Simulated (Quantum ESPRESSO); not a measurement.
A run of Quantum ESPRESSO 7.5:

The input pw.in:

```
&CONTROL
  calculation = 'vc-relax'
  prefix = 'pwscf'
  outdir = './tmp'
  pseudo_dir = './pseudo'
  tprnfor = .true.
  tstress = .true.
  disk_io = 'low'
  nstep = 40
  forc_conv_thr = 0.0004
  etot_conv_thr = 1d-05
/
&SYSTEM
  ibrav = 0
  nat = 1
  ntyp = 1
  ecutwfc = 45
  ecutrho = 360
  nbnd = 11
  occupations = 'smearing'
  smearing = 'fd'
  degauss = 0.00367493
  vdw_corr = 'grimme-d3'
  dftd3_version = 3
/
&ELECTRONS
  conv_thr = 2d-10
  electron_maxstep = 120
  mixing_beta = 0.5
/
&IONS
  ion_dynamics = 'bfgs'
/
&CELL
  cell_dynamics = 'bfgs'
  press = 0
  press_conv_thr = 0.3
/
ATOMIC_SPECIES
Au   196.9666 au_pbesol_v1.uspp.F.UPF
CELL_PARAMETERS angstrom
  -1.6572690000    1.6572690000    1.6572690000
   1.6572690000   -1.6572690000    1.6572690000
   1.6572690000    1.6572690000   -1.6572690000
ATOMIC_POSITIONS crystal
Au     0.0000000000    0.0000000000    0.0000000000
K_POINTS automatic
11 11 11 0 0 0
```

Potentials or basis: GBRV 1.5 PBEsol.

The run is started by

```bash
$ OMP_NUM_THREADS=1 mpirun -n 2 pw.x -nk 2 -in pw.in > pw.out
```

Hardware: 2 MPI ranks on Arm Neoverse V1 (shared host).

Question: How long does it take, and how much memory?

Answer: Run time: 30 s on 2 MPI ranks on Arm Neoverse V1, with other jobs on the host, peak memory 0.2 GiB a rank. Counts: scf iterations 41, k pools 2, bands 11, ion steps 5, k points 56, g dense 14171.
